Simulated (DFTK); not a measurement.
# As (R-3m) in DFTK: notebook

Aim: see how the results for As move with the level of theory and the settings. Levels: LDA, r2SCAN, PBE. Tasks: band structure.

Everything below comes from runs of DFTK 0.8.2. Logs are shortened: lines on timing, memory, paths and dates and some standing lists are left out, and cuts for length are marked.

## (1) The structure

It takes space group R-3m (No. 166, trigonal). The conventional cell has a = 3.762 Å, b = 3.762 Å, c = 10.542 Å, α = 90.00°, β = 90.00°, γ = 120.00°. As (site symmetry 3m) has 3 As at 2.51 Å as nearest neighbours.

## (2) Band structure, LDA

run.jl

```julia
using DFTK
using PseudoPotentialData
using Unitful, UnitfulAtomic
using LinearAlgebra, Printf
include("save.jl")
disable_threading()

lines     = readlines("POSCAR")
lattice   = austrip(1u"Å") * parse(Float64, lines[2]) * hcat([parse.(Float64, split(l)) for l in lines[3:5]]...)
symbols   = vcat([fill(Symbol(s), parse(Int, n)) for (s, n) in zip(split(lines[6]), split(lines[7]))]...)
positions = [parse.(Float64, split(l)[1:3]) for l in lines[9:8+length(symbols)]]
pseudopotentials = PseudoFamily("cp2k.nc.sr.lda.v0_1.semicore.gth")
elements = Dict(s => ElementPsp(s, pseudopotentials) for s in unique(symbols))
atoms    = [elements[s] for s in symbols]

build_model(lattice, positions; symmetries=true) =
    model_DFT(lattice, atoms, positions;
              functionals=LDA(),
              temperature=austrip(0.05u"eV"),
              smearing=Smearing.FermiDirac(),
              symmetries)
Ecut  = 20.0  # hartree
kgrid = [9, 9, 9]
tol   = 1e-6
to_GPa = ustrip(uconvert(u"GPa", 1u"hartree/bohr^3"))

model = build_model(lattice, positions)
basis = PlaneWaveBasis(model; Ecut, kgrid)
display(basis)
scfres = self_consistent_field(basis;
                               tol,
                               nbandsalg=AdaptiveBands(model; n_bands_converge=10))
display(scfres.energies)
@printf "Fermi level: %.6f eV\n" ustrip(auconvert(u"eV", something(scfres.εF, NaN)))
forces = compute_forces_cart(scfres)
println("Forces (eV/Å)")
for (s, f) in zip(symbols, forces)
    @printf "%-3s %12.6f %12.6f %12.6f\n" s ustrip.(auconvert.(u"eV/Å", f))...
end
stress = compute_stresses_cart(scfres)
println("Stress (GPa)")
display(round.(stress * to_GPa; digits=4))
println("Levels at the first k-point (eV): ", round.(ustrip.(auconvert.(u"eV", scfres.eigenvalues[1][1:scfres.n_bands_converge])); digits=4))
save_scf!(scfres; forces, stress)

points = Dict("G" => [0.0, 0.0, 0.0], "B" => [0.7696754127, 0.5, 0.2303245873], "B1" => [0.5, 0.2303245873, -0.2303245873], "F" => [0.5, 0.5, 0.0], "L" => [0.5, 0.0, 0.0], "P" => [0.7696754127, 0.3651622936, 0.3651622936], "P1" => [0.6348377064, 0.6348377064, 0.2303245873], "Q" => [0.6348377064, 0.3651622936, 0.0], "X" => [0.3651622936, 0.0, -0.3651622936], "Z" => [0.5, 0.5, 0.5])
segments = [("G", "L", 6), ("L", "B1", 5), ("B", "Z", 6), ("Z", "G", 6), ("G", "X", 8), ("Q", "F", 3), ("F", "P1", 3), ("P1", "Z", 5), ("L", "P", 4)]
kcoords = vcat([[points[a] + t * (points[b] - points[a]) for t in range(0, 1, n)] for (a, b, n) in segments]...)
bands = compute_bands(scfres, ExplicitKpoints(kcoords); n_bands=12, tol=1e-5)
for (k, ε) in zip(bands.basis.kpoints, bands.eigenvalues)
    @printf "%d %8.4f %8.4f %8.4f " k.spin k.coordinate...
    println(join([@sprintf("%9.4f", e) for e in ustrip.(auconvert.(u"eV", ε .- scfres.εF))]))
end
results["band_energies"] = rows(bands.eigenvalues); results["band_kpoints"] = rows(kcoords)
```

POSCAR

```
As
1.0
    1.8807968987      1.0858785957      3.5140619945
   -1.8807968987      1.0858785957      3.5140619945
    0.0000000000     -2.1717571915      3.5140619945
As
2
Direct
    0.2260000000      0.2260000000      0.2260000000
    0.7740000000      0.7740000000      0.7740000000
```

Potentials or basis: cp2k.nc.sr.lda.v0_1.semicore.gth (LDA, GTH).

Started as:

```bash
> julia --threads=1 run.jl  # save.jl only writes the numbers to a file and isn't shown; printed stress counts tension as positive; times include loading and compiling
```

Log:

```text
PlaneWaveBasis discretization:

    Ecut                 : 20.0 Ha
    fft_size             : (36, 36, 36), 46656 total points
    kgrid                : MonkhorstPack([9, 9, 9])
    num.   red. kpoints  : 729
    num. irred. kpoints  : 85

    Discretized Model(lda_x+lda_c_pw, 3D):
        lattice (in Bohr)    : [3.55419   , -3.55419  , 0         ]
                               [2.05201   , 2.05201   , -4.10403  ]
                               [6.64061   , 6.64061   , 6.64061   ]
        unit cell volume     : 290.59 Bohr³

        atoms                : As₂
        pseudopot. family    : PseudoFamily("cp2k.nc.sr.lda.v0_1.semicore.gth")

        num. electrons       : 10
        spin polarization    : none
        temperature          : 0.0018375 Ha
        smearing             : DFTK.Smearing.FermiDirac()

        terms                : Kinetic()
                               AtomicLocal()
                               AtomicNonlocal()
                               Ewald(nothing)
                               PspCorrection()
                               Hartree()
                               Xc(lda_x, lda_c_pw)
                               Entropy()
n     Energy            log10(ΔE)   log10(Δρ)   Diag   Δtime
---   ---------------   ---------   ---------   ----   ------
  1   -12.75413195089                   -0.63    4.5    6.00s
  2   -12.75575400689       -2.79       -1.14    1.0    3.41s
  3   -12.75590995091       -3.81       -2.06    1.9    2.88s
  4   -12.75592050173       -4.98       -3.00    1.7    3.47s
  5   -12.75592146923       -6.01       -3.51    2.9    4.18s
  6   -12.75592152557       -7.25       -3.99    1.7    3.44s
  7   -12.75592153110       -8.26       -5.29    2.0    3.61s
  8   -12.75592153140       -9.53       -5.62    3.6    4.87s
  9   -12.75592153140      -11.89       -6.21    1.1    3.00s
Energy breakdown (in Ha):
    Kinetic             4.5635295
    AtomicLocal         -3.5860325
    AtomicNonlocal      1.4142187
    Ewald               -13.2967518
    PspCorrection       0.5846637
    Hartree             0.7121792
    Xc                  -3.1476743
    Entropy             -0.0000540

    total               -12.755921531397
Fermi level: 5.697939 eV
Forces (eV/Å)
As      0.000000     0.000000     0.212169
As     -0.000000    -0.000000    -0.212169
Stress (GPa)
3×3 StaticArraysCore.SMatrix{3, 3, Float64, 9} with indices SOneTo(3)×SOneTo(3):
 2.2919  0.0      0.0
 0.0     2.2919  -0.0
 0.0     0.0      2.5142
Levels at the first k-point (eV): [-9.3462, -0.1793, 3.2662, 3.7033, 3.7033, 7.3146, 8.6221, 8.6221, 12.677, 12.677]
1   0.0000   0.0000   0.0000  -15.0442  -5.8773  -2.4317  -1.9946  -1.9946   1.6167   2.9242   2.9242   6.9791   6.9791   7.4600   8.9076
1   0.1000   0.0000   0.0000  -14.9111  -6.3323  -2.4155  -2.0988  -2.0409   1.8692   2.6619   2.8347   6.1286   6.8267   6.8427   9.6244
1   0.2000   0.0000   0.0000  -14.5147  -7.4571  -2.6593  -2.3409  -1.7034   1.5624   2.3264   2.4757   5.8100   6.5383   7.2802  11.2730
1   0.3000   0.0000   0.0000  -13.8680  -8.8578  -2.8001  -2.5941  -1.2580   0.8126   1.5471   1.9737   6.5421   7.3927   8.5370  12.4617
1   0.4000   0.0000   0.0000  -13.0157 -10.2404  -2.7951  -2.7718  -0.8113   0.1528   0.7563   1.5865   7.5932   9.2519  10.3576  11.1564
1   0.5000   0.0000   0.0000  -12.3403 -11.1038  -2.8345  -2.7650  -0.3592  -0.3379   0.4011   1.4455   9.0006   9.2635  11.4882  11.6701
[... 38 lines left out ...]
1   0.6798   0.2434   0.2434  -12.2416 -10.6554  -5.2234  -3.4045  -2.3279   1.8645   2.7878   4.1897   6.1632   9.7279  11.2859  13.3601
1   0.7697   0.3652   0.3652  -12.3051 -10.1496  -6.0773  -3.7245  -2.9900   2.1695   3.8790   6.0891   6.3514   9.7057  11.3789  13.1636
```

It took 65 s on 1 thread of Intel Xeon Platinum 8488C (Sapphire Rapids), shared host; peak memory 1.8 GiB.

Results:

```yaml
Free_energy: -347.1063 eV
Pressure: -2.4 GPa
Largest_force: 0.212 eV/Å
Band_gap_on_the_k_mesh: none (metal or under the smearing width)
```

Forces on the atoms (eV/Å):
```
As   0.000  0.000  0.212
As   0.000  0.000 -0.212
```

Levels at the corners of the path, in eV from the Fermi level:
| point | band 1 | band 2 | band 3 | band 4 | band 5 | band 6 | band 7 | band 8 | band 9 | band 10 |
| --- | --- | --- | --- | --- | --- | --- | --- | --- | --- | --- |
| Γ | -15.04 | -5.88 | -2.43 | -1.99 | -1.99 | 1.62 | 2.92 | 2.92 | 6.98 | 6.98 |
| L | -12.34 | -11.10 | -2.83 | -2.77 | -0.36 | -0.34 | 0.40 | 1.45 | 9.00 | 9.26 |
| B1 | -11.78 | -10.62 | -5.85 | -5.33 | -1.35 | 1.28 | 5.22 | 5.43 | 6.87 | 7.35 |
| B | -11.78 | -10.62 | -5.85 | -5.33 | -1.35 | 1.28 | 5.22 | 5.43 | 6.87 | 7.35 |
| Z | -13.79 | -9.96 | -1.75 | -1.75 | -0.68 | 0.81 | 0.81 | 1.86 | 8.03 | 10.62 |
| Γ | -15.04 | -5.88 | -2.43 | -1.99 | -1.99 | 1.62 | 2.92 | 2.92 | 6.98 | 6.98 |
| X | -11.61 | -10.87 | -6.12 | -3.50 | -3.50 | 3.25 | 3.31 | 5.42 | 6.30 | 8.73 |
| Q | -11.61 | -10.87 | -6.12 | -3.50 | -3.50 | 3.25 | 3.31 | 5.42 | 6.30 | 8.73 |
| F | -12.30 | -9.76 | -5.93 | -4.14 | -4.09 | 1.45 | 5.45 | 6.89 | 7.22 | 10.81 |
| P1 | -12.31 | -10.15 | -6.08 | -3.72 | -2.99 | 2.17 | 3.88 | 6.09 | 6.35 | 9.71 |
| Z | -13.79 | -9.96 | -1.75 | -1.75 | -0.68 | 0.81 | 0.81 | 1.86 | 8.03 | 10.62 |
| L | -12.34 | -11.10 | -2.83 | -2.77 | -0.36 | -0.34 | 0.40 | 1.45 | 9.00 | 9.26 |
| P | -12.31 | -10.15 | -6.08 | -3.72 | -2.99 | 2.17 | 3.88 | 6.09 | 6.35 | 9.71 |

Caveat: GTH potentials come without recommended cutoffs, and this one wasn't checked for convergence.

## (3) Band structure, r2SCAN

Changes to run.jl since step 2:

```diff
@@ -7,7 +7,12 @@
 
-lines     = readlines("POSCAR")
-lattice   = austrip(1u"Å") * parse(Float64, lines[2]) * hcat([parse.(Float64, split(l)) for l in lines[3:5]]...)
-symbols   = vcat([fill(Symbol(s), parse(Int, n)) for (s, n) in zip(split(lines[6]), split(lines[7]))]...)
-positions = [parse.(Float64, split(l)[1:3]) for l in lines[9:8+length(symbols)]]
-pseudopotentials = PseudoFamily("cp2k.nc.sr.lda.v0_1.semicore.gth")
+lines = readlines("As.cif")
+tag(name) = parse(Float64, split(only(filter(startswith(name), lines)))[2])
+a, b, c = tag.(["_cell_length_a", "_cell_length_b", "_cell_length_c"])
+α, β, γ = deg2rad.(tag.(["_cell_angle_alpha", "_cell_angle_beta", "_cell_angle_gamma"]))
+cx, cy  = cos(β), (cos(α) - cos(β) * cos(γ)) / sin(γ)
+lattice = austrip(1u"Å") * [a b*cos(γ) c*cx; 0 b*sin(γ) c*cy; 0 0 c*sqrt(1 - cx^2 - cy^2)]
+sites     = split.(lines[findlast(startswith("_atom_site_"), lines)+1:end])
+symbols   = [Symbol(s[2]) for s in sites]
+positions = [parse.(Float64, s[5:7]) for s in sites]
+pseudopotentials = PseudoFamily("cp2k.nc.sr.pbe.v0_1.largecore.gth")
 elements = Dict(s => ElementPsp(s, pseudopotentials) for s in unique(symbols))
@@ -17,3 +22,3 @@
     model_DFT(lattice, atoms, positions;
-              functionals=LDA(),
+              functionals=r2SCAN(),
               temperature=austrip(0.05u"eV"),
@@ -21,4 +26,4 @@
               symmetries)
-Ecut  = 20.0  # hartree
-kgrid = [9, 9, 9]
+Ecut  = 26.0  # hartree
+kgrid = [7, 7, 7]
 tol   = 1e-6
@@ -31,3 +36,4 @@
                                tol,
-                               nbandsalg=AdaptiveBands(model; n_bands_converge=10))
+                               nbandsalg=AdaptiveBands(model; n_bands_converge=10),
+                               solver=ScfAndersonSolver())
 display(scfres.energies)
```

As.cif

```cif
data_As
_cell_length_a 4.13100000
_cell_length_b 4.13100000
_cell_length_c 4.13100000
_cell_angle_alpha 54.16700000
_cell_angle_beta 54.16700000
_cell_angle_gamma 54.16700000
_space_group_name_H-M_alt 'P1'
_space_group_name_Hall 'P 1'
_space_group_IT_number 1
loop_
_space_group_symop_operation_xyz
'x,y,z'
loop_
_atom_site_label
_atom_site_type_symbol
_atom_site_symmetry_multiplicity
_atom_site_Wyckoff_symbol
_atom_site_fract_x
_atom_site_fract_y
_atom_site_fract_z
_atom_site_occupancy
As1 As 1 a 0.2260000000 0.2260000000 0.2260000000 1
As2 As 1 a 0.7740000000 0.7740000000 0.7740000000 1
```

Potentials or basis: cp2k.nc.sr.pbe.v0_1.largecore.gth (PBE, GTH).

Started as:

```bash
> julia --threads=1 run.jl  # save.jl only writes the numbers to a file and isn't shown; printed stress counts tension as positive; times include loading and compiling
```

It took 4.3 min on 1 thread of Intel Xeon Platinum 8488C (Sapphire Rapids), shared host; peak memory 1.8 GiB.

Results (log left out):

```yaml
Free_energy: -343.5890 eV
Pressure: 2.9 GPa
Largest_force: 0.270 eV/Å
Band_gap_along_the_path: none (metal or under the smearing width)
```

Forces in eV/Å, atoms in the order of the input:
```
As   0.229  0.117  0.080
As  -0.229 -0.117 -0.080
```

Stress tensor (GPa, compression positive):
```
 2.75 -0.11 -0.08
-0.11  2.91 -0.04
-0.08 -0.04  2.94
```

Levels at the corners of the path, in eV from the Fermi level:
```
point  band 3  band 4  band 5  band 6  band 7  band 8
    Γ   -2.73   -2.29   -2.29    1.62    2.95    2.95
    L   -3.17   -3.09   -0.50   -0.30    0.42    1.41
   B1   -6.28   -5.73   -1.59    1.31    5.46    5.69
    B   -6.28   -5.73   -1.59    1.31    5.46    5.69
    Z   -2.02   -2.02   -0.63    0.71    0.71    1.90
    Γ   -2.73   -2.29   -2.29    1.62    2.95    2.95
    X   -6.55   -3.84   -3.80    3.39    3.41    5.71
    Q   -6.55   -3.84   -3.80    3.39    3.41    5.71
    F   -6.32   -4.51   -4.49    1.54    5.66    7.26
   P1   -6.50   -4.10   -3.24    2.24    3.97    6.44
    Z   -2.02   -2.02   -0.63    0.71    0.71    1.90
    L   -3.17   -3.09   -0.50   -0.30    0.42    1.41
    P   -6.50   -4.10   -3.24    2.24    3.97    6.44
```

Caveat: GTH potentials come without recommended cutoffs, and this one wasn't checked for convergence; the program warned that the kinetic-energy density falls under its von Weizsäcker bound, which can give unphysical results; the potentials were made for another functional, which shifts forces and pressure.

## (4) Band structure, PBE

Changes to run.jl since step 3:

```diff
@@ -4,2 +4,3 @@
 using LinearAlgebra, Printf
+using AtomsBase
 include("save.jl")
@@ -7,13 +8,13 @@
 
-lines = readlines("As.cif")
-tag(name) = parse(Float64, split(only(filter(startswith(name), lines)))[2])
-a, b, c = tag.(["_cell_length_a", "_cell_length_b", "_cell_length_c"])
-α, β, γ = deg2rad.(tag.(["_cell_angle_alpha", "_cell_angle_beta", "_cell_angle_gamma"]))
-cx, cy  = cos(β), (cos(α) - cos(β) * cos(γ)) / sin(γ)
-lattice = austrip(1u"Å") * [a b*cos(γ) c*cx; 0 b*sin(γ) c*cy; 0 0 c*sqrt(1 - cx^2 - cy^2)]
-sites     = split.(lines[findlast(startswith("_atom_site_"), lines)+1:end])
-symbols   = [Symbol(s[2]) for s in sites]
-positions = [parse.(Float64, s[5:7]) for s in sites]
-pseudopotentials = PseudoFamily("cp2k.nc.sr.pbe.v0_1.largecore.gth")
-elements = Dict(s => ElementPsp(s, pseudopotentials) for s in unique(symbols))
+cell = [[1.8807968987, 1.0858785957, 3.5140619945],
+        [-1.8807968987, 1.0858785957, 3.5140619945],
+        [0.0, -2.1717571915, 3.5140619945]]u"Å"
+system = periodic_system([:As => [0.226, 0.226, 0.226],
+                          :As => [0.774, 0.774, 0.774]],
+                         cell; fractional=true)
+lattice   = austrip.(hcat(cell_vectors(system)...))
+symbols   = atomic_symbol(system, :) .|> Symbol
+positions = [lattice \ austrip.(position(system, i)) for i in 1:length(system)]
+pseudopotentials = Dict(:As => "As.upf")
+elements = Dict(s => ElementPsp(s, pseudopotentials; rcut=10.0) for s in unique(symbols))
 atoms    = [elements[s] for s in symbols]
@@ -22,3 +23,3 @@
     model_DFT(lattice, atoms, positions;
-              functionals=r2SCAN(),
+              functionals=PBE(),
               temperature=austrip(0.05u"eV"),
@@ -26,4 +27,4 @@
               symmetries)
-Ecut  = 26.0  # hartree
-kgrid = [7, 7, 7]
+Ecut  = 35.0  # hartree
+kgrid = [8, 8, 8]
 tol   = 1e-6
@@ -36,4 +37,3 @@
                                tol,
-                               nbandsalg=AdaptiveBands(model; n_bands_converge=10),
-                               solver=ScfAndersonSolver())
+                               nbandsalg=AdaptiveBands(model; n_bands_converge=10))
 display(scfres.energies)
```

Potentials or basis: SG15 1.2 (PBE).

Started as:

```bash
> julia --threads=1 run.jl  # save.jl only writes the numbers to a file and isn't shown; printed stress counts tension as positive; times include loading and compiling
```

It took 3.3 min on 1 thread of Intel Xeon Platinum 8488C (Sapphire Rapids), shared host; peak memory 2 GiB.

It converged, with:

- Free energy: -345.0478 eV
- Pressure: 4.0 GPa
- Largest force: 0.481 eV/Å
- Band gap on the k mesh: none (metal or under the smearing width)

Forces in eV/Å, atoms in the order of the input:
```
As   0.000  0.000  0.481
As   0.000  0.000 -0.481
```

Stress tensor (GPa, compression positive):
```
4.24 0.00 0.00
0.00 4.24 0.00
0.00 0.00 3.51
```

Levels at the corners of the path, in eV from the Fermi level:
```csv
point,band 3,band 4,band 5,band 6,band 7,band 8
Γ,-2.63,-2.19,-2.19,1.44,2.74,2.74
L,-3.03,-2.97,-0.54,-0.47,0.24,1.26
B1,-6.05,-5.53,-1.54,1.12,5.06,5.27
B,-6.05,-5.53,-1.54,1.12,5.06,5.27
Z,-1.94,-1.94,-0.78,0.62,0.62,1.69
Γ,-2.63,-2.19,-2.19,1.44,2.74,2.74
X,-6.32,-3.70,-3.69,3.09,3.16,5.24
Q,-6.32,-3.70,-3.69,3.09,3.16,5.24
F,-6.12,-4.35,-4.29,1.27,5.31,6.76
P1,-6.27,-3.92,-3.17,2.00,3.71,5.94
Z,-1.94,-1.94,-0.78,0.62,0.62,1.69
L,-3.03,-2.97,-0.54,-0.47,0.24,1.26
P,-6.27,-3.92,-3.17,2.00,3.71,5.94
```

## (5) The runs side by side

| level | potentials or basis | k mesh | cutoff (eV) | SCF solver | gap on the mesh (eV) | pressure (GPa) | largest force (eV/Å) |
| --- | --- | --- | --- | --- | --- | --- | --- |
| LDA | cp2k.nc.sr.lda.v0_1.semicore.gth (LDA, GTH) | 9 × 9 × 9 | 544 | - | none | -2.4 | 0.21 |
| r2SCAN | cp2k.nc.sr.pbe.v0_1.largecore.gth (PBE, GTH) | 7 × 7 × 7 | 707 | ScfAndersonSolver | - | 2.9 | 0.27 |
| PBE | SG15 1.2 (PBE) | 8 × 8 × 8 | 952 | - | none | 4.0 | 0.48 |

Alike in all rows: task band structure; no spin polarisation; cell as given; smearing fermi-dirac 0.05 eV.

Caveats: GTH potentials come without recommended cutoffs, and this one wasn't checked for convergence (some runs); the program warned that the kinetic-energy density falls under its von Weizsäcker bound, which can give unphysical results (some runs); the potentials were made for another functional, which shifts forces and pressure (some runs).

Total energies depend on the potentials used, so only differences within one code and one set of settings carry meaning.
